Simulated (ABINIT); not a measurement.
Na:

```
CELL_PARAMETERS angstrom
-1.88829 1.88829 2.63728
1.88829 -1.88829 2.63728
1.88829 1.88829 -2.63728
ATOMIC_POSITIONS crystal
Na 0.00000 0.00000 0.00000
```

This isn't the form of Na at room conditions, which is bcc.

```yaml
Program: ABINIT 10.8.3 (patched build)
Task: single point
Functional: PBE
Potentials_or_basis: JTH PAW PBE v2.0
Cutoff: 1088 eV
k_mesh: 10 × 10 × 10
Occupations: fermi-dirac, width 0.05 eV
Spin: no spin polarisation
```

On this cell: pressure -0.1 GPa; band gap on the k mesh none (metal or under the smearing width).

The same run follows on a disturbed copy (cell strained at random at fixed volume):

```xyz
1
Lattice="-1.9083 1.9484 2.6227 1.8556 -1.9253 2.5685 1.8969 1.9140 -2.6062" Properties=species:S:1:pos:R:3 pbc="T T T"
Na   -0.0377   -0.0269    0.0264
```

Q: What does the disturbed cell give?

A: The energy (extrapolated to zero smearing) moves by +0.2 meV/atom; pressure -0.1 GPa; band gap on the k mesh none (metal or under the smearing width).

Stress tensor (GPa, compression positive):
```
 0.06  0.01  0.07
 0.01 -0.26 -0.06
 0.07 -0.06 -0.12
```
